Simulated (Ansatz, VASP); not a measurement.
**Two plane-wave programs on RbBr**

```
Rb Br
1.0
     3.96751    0.00000    0.00000
     0.00000    3.96751    0.00000
     0.00000    0.00000    3.96751
Rb Br
1 1
Cartesian
  0.0000 0.0000 0.0000
  1.9838 1.9838 1.9838
```

Alike in both runs: functional LDA; k mesh 6 × 6 × 6; occupations gaussian, width 0.02 eV; no spin polarisation.

Ansatz relaxed the structure, and its values are those at the end. VASP's run is a single point on that final structure, the one shown.

|  | VASP | Ansatz |
| --- | --- | --- |
| version | VASP 6.6.1 | Ansatz 0.2.0 |
| potentials or method | VASP PAW LDA potentials, release 64 (Rb_sv, Br) | scalar-relativistic, plane waves, PAW |
| plane-wave cutoff (eV) | 520 | 420 |
| valence electrons in the cell | 16 | 16 |

```csv
,VASP,Ansatz,Ansatz less VASP
gap on the k mesh at the Fermi level (eV),4.13,4.11,-0.015
least direct gap on the mesh (eV),4.28,4.27,-0.016
pressure (GPa),0.1,0.0,-0.07
```

A k mesh can miss the band edges. A hybrid or GW would open this gap; LDA tends to underestimate it.
